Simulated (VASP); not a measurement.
Crystal: Ge.

```
Ge
1.0
     0.00000    2.82891    2.82891
     2.82891    0.00000    2.82891
     2.82891    2.82891    0.00000
Ge
2
Direct
  0.75000 0.75000 0.75000
  0.50000 0.50000 0.50000
```

Base run:

* Program: VASP 6.6.1
* Functional: revTPSS
* Potentials or basis: VASP PAW PBE potentials, release 64 (Ge_d)
* Cutoff: 520 eV
* k mesh: 8 × 8 × 8
* Occupations: fermi-dirac, width 0.05 eV
* Spin: no spin polarisation

Its results: band gap on the k mesh 0.17 eV, direct; pressure -3.6 GPa.

Q: The run is repeated on the same cell with these changes: functional from revTPSS to MS2. What comes out?

A: Band gap on the k mesh 0.54 eV, indirect (least direct gap 0.58 eV); pressure -0.8 GPa.

Caveats: the PAW data sets were made with another functional, which shifts forces and pressure a little.
